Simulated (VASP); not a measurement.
Write the native input for VASP 6.6.1 that does the following.

```yaml
Task: relaxation of the atoms
Functional: PBE
Potentials_or_basis: VASP PAW PBE potentials, release 64 (Cd, In, S)
Cutoff: 300 eV
k_mesh: 3 × 3 × 3
Occupations: gaussian, width 0.03 eV
Spin: no spin polarisation
Further_INCAR_settings: ALGO = Normal; EDIFF = 1e-07; IBRION = 2; EDIFFG = -0.01; NSW = 40
```

The structure of CdIn2S4 (Cadmoindite) lies in POSCAR:

```
CdIn2S4                                 
1.0
    0.0000000000      5.5546064284      5.5546064284
    5.5546064284      0.0000000000      5.5546064284
    5.5546064284      5.5546064284      0.0000000000
  Cd              In              S             
     2     4     8
Direct
     0.0000000000000000    0.0000000000000000    1.0000000000000000
     0.2500000000000000    0.2500000000000000    0.2500000000000000
     0.6250000000000000    0.6250000000000000    0.6250000000000000
     0.1250000000000000    0.6250000000000000    0.6250000000000000
     0.6250000000000000    0.6250000000000000    0.1250000000000000
     0.6250000000000000    0.1250000000000000    0.6250000000000000
     0.3845047800234441    0.3845047800234441    0.3845047800234441
     0.4035143400703180    0.8654952199765559    0.8654952199765559
     0.3845047800234441    0.3845047800234441    0.8464856599296821
     0.8654952199765559    0.4035143400703180    0.8654952199765559
     0.8464856599296821    0.3845047800234441    0.3845047800234441
     0.8654952199765559    0.8654952199765559    0.8654952199765559
     0.3845047800234441    0.8464856599296821    0.3845047800234441
     0.8654952199765559    0.8654952199765559    0.4035143400703180
```

The cell isn't the ideal one: a relaxed cell with its volume scaled by 1.02.

The input as run:

INCAR

```
SYSTEM = CdIn2S4
PREC = Accurate ; ENCUT = 300
EDIFF = 1E-7 ; ISMEAR = 0
SIGMA = 0.03 ; LREAL = .False.
LASPH = .True. ; NELM = 80
ALGO = Normal ; ISIF = 2
LWAVE = .False. ; LCHARG = .False.
GGA = PE ; IBRION = 2
NSW = 40 ; EDIFFG = -0.01
```

KPOINTS

```
Automatic mesh
0
Gamma
  3 3 3
  0 0 0
```

Potentials or basis: VASP PAW PBE potentials, release 64 (Cd, In, S).

Run with:

```bash
$ cat potpaw_PBE.64/Cd/POTCAR potpaw_PBE.64/In/POTCAR potpaw_PBE.64/S/POTCAR > POTCAR
$ mpirun -np 4 vasp_std > vasp.out
```

Results of the run:

The energy gained by relaxing is 0.1 meV/atom, the ionic steps are 3 and the band gap on the k mesh is 0.92 eV, indirect (least direct gap 1.01 eV).

Caveat: spin-orbit coupling is left out, which moves the levels of the heavy elements; an odd mesh through Γ misses points on the zone boundary, where band edges often lie.

Run time: 31 s on 4 MPI ranks on Intel(R) Xeon(R) Platinum 8488C (Sapphire Rapids), on a shared host, peak memory 0.18 GiB a rank.
